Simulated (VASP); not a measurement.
# Sb (P6_3/mmc) in VASP: notebook

The runs below take Sb through relaxation of cell and atoms, single point, with PBEsol.

Everything below comes from runs of VASP 6.6.1. Logs are shortened: lines on timing, memory, paths and dates and some standing lists are left out, and cuts for length are marked.

**1. The crystal as given**

Symmetry: P6_3/mmc, No. 194, hexagonal system. The conventional cell has a = 3.369 Å, b = 3.369 Å, c = 5.330 Å, α = 90.00°, β = 90.00°, γ = 120.00°. Around Sb (site symmetry -6m2) lie 12 Sb at 3.30 to 3.37 Å.

This isn't the form of Sb at room conditions, which is rhombohedral.

**2. Relaxation of cell and atoms, PBEsol**

INCAR

```
PREC = Accurate
ENCUT = 600
EDIFF = 1E-6
ISMEAR = 0
SIGMA = 0.1
LREAL = False
LASPH = True
NELM = 100
ALGO = Normal
ISIF = 3
LWAVE = False
LCHARG = False
GGA = PS
IBRION = 2
NSW = 100
EDIFFG = -0.005
```

KPOINTS

```
regular mesh
0
Gamma
  15 15 8
```

POSCAR

```
Sb
1.0
    3.3690001795      0.0000000000      0.0000000000
   -1.6845000898      2.9176397408      0.0000000000
    0.0000000000      0.0000000000      5.3300000000
Sb
2
Direct
    0.3333333333      0.6666666667      0.2500000000
    0.6666666667      0.3333333333      0.7500000000
```

Potentials or basis: VASP PAW PBE potentials, release 64 (Sb).

Command:

```sh
$ cat potpaw_PBE.64/Sb/POTCAR > POTCAR
$ mpirun -np 1 vasp_std > vasp.out
```

OUTCAR:

```text
PREC = Accurate
   ENCUT = 600
   EDIFF = 1E-6
   ISMEAR = 0
   LREAL = False
   LASPH = True
   NELM = 100
   ISIF = 3
   GGA = PS
   IBRION = 2
   NSW = 100
   EDIFFG = -0.005

 ion  position               nearest neighbor table
   1  0.333  0.667  0.250-   2 3.30   2 3.30   2 3.30   2 3.30   2 3.30   2 3.30
   2  0.667  0.333  0.750-   1 3.30   1 3.30   1 3.30   1 3.30   1 3.30   1 3.30

  LATTYP: Found a hexagonal cell.
 ALAT       =     3.3690001795
 C/A-ratio  =     1.5820717471

  Lattice vectors:

 A1 = (   3.3690001795,   0.0000000000,   0.0000000000)
 A2 = (  -1.6845000898,   2.9176397408,   0.0000000000)
 A3 = (   0.0000000000,   0.0000000000,   5.3300000000)

Analysis of symmetry for initial positions (statically):
=====================================================================
 Subroutine PRICEL returns:
 Original cell was already a primitive cell.

 Routine SETGRP: Setting up the symmetry group for a
 hexagonal supercell.

 Subroutine GETGRP returns: Found 24 space group operations
 (whereof 12 operations were pure point group operations)
 out of a pool of 24 trial point group operations.

The static configuration has the point symmetry D_3d.
 The point group associated with its full space group is D_6h.

Analysis of symmetry for dynamics (positions and initial velocities):
=====================================================================
 Subroutine PRICEL returns:
 Original cell was already a primitive cell.

 Routine SETGRP: Setting up the symmetry group for a
 hexagonal supercell.

 Subroutine GETGRP returns: Found 24 space group operations
 (whereof 12 operations were pure point group operations)
 out of a pool of 24 trial point group operations.

The dynamic configuration has the point symmetry D_3d.
 The point group associated with its full space group is D_6h.

 Subroutine INISYM returns: Found 24 space group operations
 (whereof 12 operations are pure point group operations),
 and found     1 'primitive' translations

----------------------------------------------------------------------------------------

                                     Primitive cell

  volume of cell :      52.3914

  direct lattice vectors                    reciprocal lattice vectors
     3.369000179  0.000000000  0.000000000     0.296823968  0.171371398  0.000000000
    -1.684500090  2.917639741  0.000000000     0.000000000  0.342742795  0.000000000
     0.000000000  0.000000000  5.330000000     0.000000000  0.000000000  0.187617261

  length of vectors
     3.369000179  3.369000180  5.330000000     0.342742795  0.342742795  0.187617261

  position of ions in fractional coordinates (direct lattice)
     0.333333333  0.666666667  0.250000000
     0.666666667  0.333333333  0.750000000

  ion indices of the primitive-cell ions
   primitive index   ion index
                 1           1
                 2           2

----------------------------------------------------------------------------------------

 KPOINTS: regular mesh

Automatic generation of k-mesh.
 Grid dimensions read from file:
 generate k-points for:   15   15    8

 Generating k-lattice:

  Cartesian coordinates                     Fractional coordinates (reciprocal lattice)
     0.019788265  0.011424760  0.000000000     0.066666667 -0.000000000  0.000000000
     0.000000000  0.022849520  0.000000000     0.000000000  0.066666667  0.000000000
     0.000000000  0.000000000  0.023452158     0.000000000  0.000000000  0.125000000

  Length of vectors
     0.022849520  0.022849520  0.023452158

  Shift w.r.t. Gamma in fractional coordinates (k-lattice)
     0.000000000  0.000000000  0.000000000

 Subroutine IBZKPT returns following result:
 ===========================================

 Found    135 irreducible k-points:

 Following reciprocal coordinates:
            Coordinates               Weight
  0.000000  0.000000  0.000000      1.000000
  0.066667  0.000000  0.000000      6.000000
  0.133333  0.000000  0.000000      6.000000
  0.200000  0.000000  0.000000      6.000000
  0.266667  0.000000  0.000000      6.000000
  0.333333  0.000000  0.000000      6.000000
[... 16 lines left out ...]
  0.333333  0.200000  0.000000     12.000000
  0.400000  0.200000  0.000000      6.000000
 [... further k-points ...]
   k-points           NKPTS =    135   k-points in BZ     NKDIM =    135   number of bands    NBANDS=      9
   number of dos      NEDOS =    301   number of ions     NIONS =      2
   total plane-waves  NPLWV =  37632
   dimension x,y,z NGX =    28 NGY =   28 NGZ =   48
   dimension x,y,z NGXF=    56 NGYF=   56 NGZF=   96
   ions per type =               2
   NGX,Y,Z   is equivalent  to a cutoff of  13.82, 13.82, 14.97 a.u.
   NGXF,Y,Z  is equivalent  to a cutoff of  27.63, 27.63, 29.94 a.u.
 SYSTEM =  unknown system
   PREC   = accura    normal or accurate (medium, high low for compatibility)
   ISTART =      0    job   : 0-new  1-cont  2-samecut
   ICHARG =      2    charge: 1-file 2-atom 10-const
   ISPIN  =      1    spin polarized calculation?
   LNONCOLLINEAR =      F non collinear calculations
   LSORBIT =      F    spin-orbit coupling
   LASPH  =      T    aspherical Exc in radial PAW
   ENCUT  =  600.0 eV  44.10 Ry    6.64 a.u.   6.73  6.73 10.65*2*pi/ulx,y,z
   NELM   =    100;   NELMIN=  2; NELMDL= -5     # of ELM steps
   EDIFF  = 0.1E-05   stopping-criterion for ELM
   LREAL  =      F    real-space projection
   EDIFFG = -.5E-02   stopping-criterion for IOM
   NSW    =    100    number of steps for IOM
   IBRION =      2    ionic relax: 0-MD 1-quasi-New 2-CG
   NFREE  =      1    steps in history (QN), initial steepest desc. (CG)
   ISIF   =      3    stress and relaxation
   ISYM   =      2    0-nonsym 1-usesym 2-fastsym
   POTIM  = 0.5000    time-step for ionic-motion
   TEBEG  =    0.0;   TEEND  =   0.0 temperature during run
   PSTRESS=    0.0 pullay stress
   NELECT =      10.0000    total number of electrons
   NUPDOWN=      -1.0000    fix difference up-down
   EMIN   =  10.00;   EMAX   =-10.00  energy-range for DOS
   EFERMI =   0.00;   METHOD = LEGACY
   ISMEAR =     0;   SIGMA  =   0.10  broadening in eV -4-tet -1-fermi 0-gaus
   EFERMI_NEDOS =   21; number of points for ismear=-14 and -15
   IALGO  =     38    algorithm
   IMIX   =      4    mixing-type and parameters
     AMIX     =   0.40;   BMIX     =  1.00
     AMIX_MAG =   1.60;   BMIX_MAG =  1.00
  volume/ion in A,a.u.               =      26.20       176.78
  Fermi-wavevector in a.u.,A,eV,Ry     =   0.942587  1.781231 12.088376  0.888471
  Thomas-Fermi vector in A             =   2.070211
   LORBIT       =      0    0 simple, 1 ext, 2 COOP (PROOUT), +10 PAW based schemes
   GGA     = PS    functional components
   LHFCALC =     F    Hartree Fock is set to
   AEXX    =    0.0000 exact exchange contribution
   IVDW    =     0    specifies the selected vdW correction
   LEPSILON=     F    determine dielectric tensor
   LRPA    =     F    only Hartree local field effects (RPA)
 conjugate gradient relaxation of ions
 non-spin polarized calculation
 Gauss-broadening in eV      SIGMA  =   0.10
  energy-cutoff  :      600.00
  volume of cell :       52.39
 maximum number of plane-waves:      1773
 NGX is ok and might be reduce to    28
   NGX = 13   NGY = 13   NGZ = 21

--------------------------------------- Ionic step        1  -------------------------------------------

 number of electron      10.0000000 magnetization

 Free energy of the ion-electron system (eV)
  ---------------------------------------------------
  ext. energy  EPLUGINS =         0.00000000
  ---------------------------------------------------
  free energy    TOTEN  =        -8.67347518 eV

  energy without entropy =       -8.66625462  energy(sigma->0) =       -8.66986490

------------------------ aborting loop because EDIFF is reached ----------------------------------------

  FORCE on cell =-STRESS in cart. coord.  units (eV):
  Direction    XX          YY          ZZ          XY          YZ          ZX
  --------------------------------------------------------------------------------------
  -------------------------------------------------------------------------------------
  Total       -0.2876840     -0.2876840      0.5180948      0.0000000      0.0000000      0.0000000
  in kB       -8.7976442     -8.7976442     15.8438214      0.0000000      0.0000000      0.0000000
  external PRESSURE =      -0.5838223 kB  Pullay stress =       0.0000000 kB
[... 201 lines left out ...]
  energy  without entropy=       -8.6786591327  energy(sigma->0) =       -8.68253123

--------------------------------------- Ionic step        7  -------------------------------------------

 number of electron       9.9999999 magnetization

 Free energy of the ion-electron system (eV)
  ---------------------------------------------------
  ext. energy  EPLUGINS =         0.00000000
  ---------------------------------------------------
  free energy    TOTEN  =        -8.68646134 eV

  energy without entropy =       -8.67873862  energy(sigma->0) =       -8.68259998

 E-fermi :   8.8110     XC(G=0): -10.4594

 val. band max:        8.8069146161   @ k =   0.4000   0.1333   0.0000
 cond. band min:       8.8227219104   @ k =   0.4000   0.0667   0.3750
 fundamental gap:      0.0158072942
 Fermi energy:         8.8110064358

 k-point     1 :       0.0000    0.0000    0.0000
  band No.  band energies     occupation
      1      -4.4065      2.00000
      2      -0.6186      2.00000
      3       2.7249      2.00000
      4      12.6406      0.00000
      5      12.6406      0.00000
      6      14.1675      0.00000
      7      14.2652      0.00000
      8      14.2652      0.00000
      9      16.7941      0.00000
[... 265 lines left out ...]
 k-point    24 :       0.4000    0.2000    0.0000
  band No.  band energies     occupation
      1      -0.1567      2.00000
      2       0.8907      2.00000
      3       4.4856      2.00000
      4       6.0465      2.00000
      5       6.5907      2.00000
      6       7.0052      2.00000
      7       8.6350      1.98721
      8       9.4330      0.00000
      9      13.2119      0.00000

 [... further k-points ...]

------------------------ aborting loop because EDIFF is reached ----------------------------------------

  FORCE on cell =-STRESS in cart. coord.  units (eV):
  Direction    XX          YY          ZZ          XY          YZ          ZX
  --------------------------------------------------------------------------------------
  -------------------------------------------------------------------------------------
  Total       -0.0007253     -0.0007253      0.0026321      0.0000000      0.0000000      0.0000000
  in kB       -0.0222231     -0.0222231      0.0806446      0.0000000      0.0000000      0.0000000
  external PRESSURE =       0.0120662 kB  Pullay stress =       0.0000000 kB
[... 17 lines left out ...]
  FREE ENERGIE OF THE ION-ELECTRON SYSTEM (eV)
  ---------------------------------------------------
  free  energy   TOTEN  =        -8.6864613381 eV

  energy  without entropy=       -8.6787386225  energy(sigma->0) =       -8.68259998

 reached required accuracy - stopping structural energy minimisation
```

Wall time 1.7 min (1 thread of Intel Xeon 6975P-C (Granite Rapids), shared host); peak memory 0.25 GiB.

What came out:

```
Free energy                            : -8.6865 eV
Relaxed volume                         : 26.15 Å³/atom
Relaxed cell                           : a = 3.316 Å, b = 3.316 Å, c = 5.491 Å, α = 90.00°, β = 90.00°, γ = 120.00°
Space group after relaxing (to 0.05 Å) : P6_3/mmc (No. 194)
Energy gained by relaxing              : 6.5 meV/atom
Ionic steps                            : 7
Pressure after relaxing                : 0.0 GPa
Band gap on the k mesh                 : none (metal or under the smearing width)
```

Step by step:
| step | energy change (eV) | largest force (eV/Å) | pressure (GPa) | volume (Å³) |
| --- | --- | --- | --- | --- |
| 1 | 0.0000 | 0.0000 | -0.06 | 52.39 |
| 2 | -0.0087 | 0.0000 | -0.05 | 52.31 |
| 3 | -0.0128 | 0.0000 | 0.09 | 52.21 |
| 4 | -0.0129 | 0.0000 | 0.13 | 52.19 |
| 5 | -0.0129 | 0.0000 | 0.15 | 52.19 |
| 6 | -0.0129 | 0.0000 | -0.15 | 52.41 |
| 7 | -0.0130 | 0.0000 | 0.00 | 52.29 |

Final structure:
```
Sb
1.0
     3.31599    0.00000    0.00000
    -1.65800    2.87173    0.00000
     0.00000    0.00000    5.49133
Sb
2
Cartesian
  0.0000 1.9145 1.3728
  1.6580 0.9572 4.1185
```

Levels at points of the mesh, in eV from the Fermi level:
```
           k point  band 2  band 3  band 4  band 5  band 6  band 7  band 8  band 9
(0.00, 0.00, 0.00)   -9.43   -6.09    3.83    3.83    5.36    5.45    5.45    7.98
(0.00, 0.00, 0.50)  -11.99   -1.03   -1.03    4.64    4.64    4.64    4.64    8.87
```

Caveat: the PAW data sets were made with another functional, which shifts forces and pressure a little. Spin-orbit coupling is left out, which matters for the levels of Sb.

**3. Single point, PBEsol**

INCAR

```
SYSTEM = Sb
PREC = Accurate
ENCUT = 520
EDIFF = 1E-6
ISMEAR = 0
SIGMA = 0.1
LREAL = .FALSE.
LASPH = .TRUE.
NELM = 100
ALGO = Normal
ISIF = 2
LWAVE = .FALSE.
LCHARG = .FALSE.
GGA = PS
NBANDS = 12
```

KPOINTS

```
regular mesh
0
G
  6 6 4
  0 0 0
```

POSCAR is that of step 2.

Potentials or basis: VASP PAW PBE potentials, release 64 (Sb).

Command:

```sh
$ cat potpaw_PBE.64/Sb/POTCAR > POTCAR
$ mpirun -np 1 vasp_std > vasp.out
```

It took 5.8 s on 1 thread of Intel Xeon 6975P-C (Granite Rapids), shared host; peak memory 0.17 GiB.

It converged, with:

| Item | Value |
| --- | --- |
| Free energy | -8.7334 eV |
| Pressure | 0.2 GPa |
| Band gap on the k mesh | none (metal or under the smearing width) |

Stress tensor (GPa, compression positive):
```
-3.37  0.00  0.00
 0.00 -3.37  0.00
 0.00  0.00  7.18
```

Levels at points of the mesh, in eV from the Fermi level:
```tsv
k point	band 2	band 3	band 4	band 5	band 6	band 7	band 8	band 9
(0.00, 0.00, 0.00)	-8.89	-5.89	3.39	3.39	5.18	5.18	6.14	7.48
(0.50, 0.00, 0.00)	-8.15	-4.19	-2.86	-2.33	-0.13	0.17	3.84	4.28
(0.00, 0.00, 0.50)	-11.78	-0.37	-0.37	4.29	4.29	4.29	4.29	8.49
(0.50, 0.00, 0.50)	-8.56	-5.45	-5.45	1.53	1.53	2.10	2.10	5.82
```

Caveat: the PAW data sets were made with another functional, which shifts forces and pressure a little.
